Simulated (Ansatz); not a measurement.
Runs of Ansatz 0.2.0 on Mn3Si. Symmetry: Fm-3m, No. 225, cubic system. Conventional cell: a = 5.722 Å, b = 5.722 Å, c = 5.722 Å, α = 90.00°, β = 90.00°, γ = 90.00°. Mn (site symmetry -43m) is surrounded by 4 Mn at 2.48 Å and 4 Si at 2.48 Å. Mn (site symmetry m-3m) has 8 Mn at 2.48 Å as nearest neighbours. Si (site symmetry m-3m) is surrounded by 8 Mn at 2.48 Å. 

```tsv
task	level	points for each segment of the path	gap on the mesh (eV)	pressure (GPa)	moment (μB)
single point	B3LYP	-	none	-11.6	3.00
band structure	HSE06	4	none	(a)	7.02
single point	PBE0	-	none	-13.4	3.00
single point	PBEsol0	-	none	(b)	2.81
```

Alike in all rows: potentials or basis Ansatz PAW; spin collinear, ferromagnetic start; cell as given; k mesh 4 × 4 × 4; cutoff (eV) 420; smearing fermi-dirac 0.05 eV; the mesh is coarse, so values aren't converged.

Question: Fill in the values left out.

Answer: (a) 17.8; (b) -23.2.

Caveats: all runs use coarse meshes; the magnetic or orbital state may not be the lowest; the PAW data sets come from PBE, with cores solved anew for the run's functional, which leaves a small shift of forces and pressure; the thresholds are loose for stress; so large a pressure means that the cell lies far from this level's equilibrium, or that cutoff or potentials fall short (some runs).

A gap of «none» marks a metal or a gap under the smearing width.

Runs at the PBE level aren't shown here.
